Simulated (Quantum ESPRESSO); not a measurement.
## LiCl in Quantum ESPRESSO: the effect of target pressure

Crystal: LiCl.

```
Cl Li
1.0
     0.00000    2.56477    2.56477
     2.56477    0.00000    2.56477
     2.56477    2.56477    0.00000
Cl Li
1 1
Direct
  0.50000 0.50000 0.50000
  0.00000 0.00000 0.00000
```

Alike in all runs:

```yaml
Program: Quantum ESPRESSO 7.5
Task: phonons
Functional: LDA
Potentials_or_basis: PseudoDojo 0.4.1 SR LDA standard
Cutoff: 1007 eV
Density_cutoff: 4027 eV
k_mesh: 6 × 6 × 6, shifted
Occupations: fermi-dirac, width 0.05 eV
Spin: no spin polarisation
```

Each run relaxes the cell or the atoms first.

```csv
target pressure,relaxed volume (Å³/atom),dielectric constant (mean),highest phonon frequency (cm⁻¹)
0 GPa,?,?,?
10 GPa,12.91,3.47,346
25 GPa,11.20,3.76,452
50 GPa,9.69,4.14,571
80 GPa,8.63,4.50,676
```

Task: What does the run with target pressure 0 GPa give?

Result: Relaxed volume 15.29 Å³/atom; dielectric constant 3.19 mean; highest phonon frequency 229 cm⁻¹.

Worked out: In Murnaghan's law V^(-B') rises as a straight line in P. The other rows fit best with B' = 3.3, V0 = 15.05 Å³/atom and B0 = 50 GPa, which gives 15.05 Å³/atom at 0 GPa, against the run's 15.29. A parabola through the other rows of the dielectric constant, of slope 0.0211  per GPa there, extrapolates to 3.27 , against the run's 3.19. A parabola through the other rows of the highest phonon frequency, of slope 7.65 cm⁻¹ per GPa there, extrapolates to 276 cm⁻¹, against the run's 229.

Caveats: the volume moved by over 15 % at a fixed basis, so the end points are rough (some runs); the cell is more than 3 GPa from zero pressure, which shifts response properties (some runs).

Runs at the PBE level aren't shown here.
